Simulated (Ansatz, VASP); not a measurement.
Two plane-wave programs on Mg

Contents of INCAR:

```
SYSTEM = Mg
PREC = Accurate
ENCUT = 520
EDIFF = 1E-6
ISMEAR = -1
SIGMA = 0.1
LREAL = .FALSE.
LASPH = .TRUE.
NELM = 80
ALGO = Normal
ISIF = 2
LWAVE = .FALSE.
LCHARG = .FALSE.
GGA = PS
NBANDS = 12
```

Contents of KPOINTS:

```
regular mesh
0
G
  13 13 4
  0 0 0
```

File POSCAR:

```
Mg
1.0
    3.1763805597      0.0000000000      0.0000000000
   -1.5881902798      2.7508262568      0.0000000000
    0.0000000000      0.0000000000     10.3306460282
Mg
4
Direct
    0.0000000000      1.0000000000      0.0000000000
    0.0000000000      0.0000000000      0.5000000000
    0.3333333333      0.6666666667      0.2500000000
    0.6666666667      0.3333333333      0.7500000000
```

Input for Ansatz:

```yaml
crystal:
  lattice:
    - [3.1763805597, 0.0, 0.0]
    - [-1.5881902798, 2.7508262568, 0.0]
    - [0.0, 0.0, 10.3306460282]
  atoms:
    - { symbol: Mg, position: [0.0, 1.0, 0.0] }
    - { symbol: Mg, position: [0.0, 0.0, 0.5] }
    - { symbol: Mg, position: [0.3333333333, 0.6666666667, 0.25] }
    - { symbol: Mg, position: [0.6666666667, 0.3333333333, 0.75] }
hamiltonian:
  xc: pbesol
  pseudopotentials:
    kind: paw
    azcp:
      Mg: "pseudopotentials/Mg.paw.azcp"
basis:
  ecutwfc: 420
  fft_grid_basis: typed
kpoints:
  mp_grid: { grid: [13, 13, 4], shift: [0, 0, 0] }
magnetization:
  spin_polarized: false
scf:
  occupations: { method: fermi_dirac, width: 0.1 }
  lower_state_search: "off"
output:
  stress: true
```

Alike in both runs: task single point; functional PBEsol; k mesh 13 × 13 × 4; occupations fermi-dirac, width 0.1 eV; no spin polarisation.

|  | VASP | Ansatz |
| --- | --- | --- |
| version | VASP 6.6.1 | Ansatz 0.2.0 |
| potentials or method | VASP PAW PBE potentials, release 64 (Mg) | plane waves (420 eV) with PAW, scalar-relativistic |
| plane-wave cutoff (eV) | 520 | 420 |
| valence electrons in the cell | 8 | 40 |

|  | VASP | Ansatz | Ansatz less VASP |
| --- | --- | --- | --- |
| pressure (GPa) | 0.0 | 0.1 | +0.05 |

The two sets of potentials don't hold the same shells in valence. Ansatz warned: «pseudo_functional_mismatch».

Caveats: the PAW data sets were made with another functional, which shifts forces and pressure a little (VASP).
